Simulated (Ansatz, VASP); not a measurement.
## Two plane-wave programs on PbO

Contents of POSCAR:

```
PbO
1.0
    0.0000000000      2.9613857355      2.4637164582
    2.9613857355      0.0000000000      2.4637164582
    2.9613857355      2.9613857355      0.0000000000
Pb O
1 1
Direct
    0.0000000000      0.0000000000      0.0000000000
    0.2500000000      0.2500000000      0.2500000000
```

INCAR.step1

```
PREC = Accurate ; ENCUT = 520
ISMEAR = 0 ; SIGMA = 0.01
LREAL = F ; LASPH = T
NELM = 100 ; NBANDS = 17
GGA = PE ; ALGO = Normal
EDIFF = 1E-4 ; LWAVE = T
LCHARG = F
```

Contents of INCAR.step2:

```
PREC = Accurate ; ENCUT = 520
EDIFF = 1E-6 ; ISMEAR = 0
SIGMA = 0.01 ; LREAL = F
LASPH = T ; NELM = 100
ALGO = Normal ; ISIF = 2
LWAVE = F ; LCHARG = F
METAGGA = R2SCAN ; LMIXTAU = T
NBANDS = 17 ; ISTART = 1
```

File KPOINTS:

```
Automatic mesh
0
Gamma
  8 8 8
```

Input for Ansatz:

```yaml
crystal:
  lattice:
    - [0.0, 2.9613857355, 2.4637164582]
    - [2.9613857355, 0.0, 2.4637164582]
    - [2.9613857355, 2.9613857355, 0.0]
  atoms:
    - { symbol: Pb, position: [0.0, 0.0, 0.0] }
    - { symbol: O, position: [0.25, 0.25, 0.25] }
kpoints:
  mp_grid: { grid: [8, 8, 8] }
  band_path:
    path:
      - [0.0, 0.0, 0.0]
      - [-0.5, -0.5, 0.0]
      - [-0.375, -0.375, 0.25]
      - [-0.375, 0.0, 0.375]
      - [0.0, 0.0, 0.5]
      - [-0.5, -0.25, 0.25]
      - [0.25, -0.25, -0.5]
      - [0.0, 0.5, 0.5]
    npoints: 1
hamiltonian:
  xc: r2scan
scf:
  occupations: { method: fixed }
  n_extra_bands: 4
output:
  forces: true
  stress: true
  eigenvalues: true
```

Change from the starting cell: epitaxial_xy strain +5.8%.

Alike in both runs: task single point; functional r2SCAN; k mesh 8 × 8 × 8; no spin polarisation.

|  | VASP | Ansatz |
| --- | --- | --- |
| version | VASP 6.6.1 | Ansatz 0.2.0 |
| potentials or method | VASP PAW PBE potentials, release 64 (Pb_d, O) | plane waves, PAW |
| plane-wave cutoff (eV) | 520 | 500 |
| occupations | gaussian, width 0.01 eV | fixed |
| valence electrons in the cell | 20 | 20 |

|  | VASP | Ansatz | Ansatz less VASP |
| --- | --- | --- | --- |
| gap on the k mesh at the Fermi level (eV) | 0.55 | 0.56 | +0.010 |
| pressure (GPa) | 0.0 | -0.3 | -0.27 |
| largest component of the traceless stress (GPa) | 0.21 | 0.30 | +0.095 |

Caveats: the PAW data sets were made with another functional, which shifts forces and pressure a little (VASP); spin-orbit coupling is left out, which as a rule narrows the gap of such compounds by several tenths of an eV. A k mesh can miss the band edges.
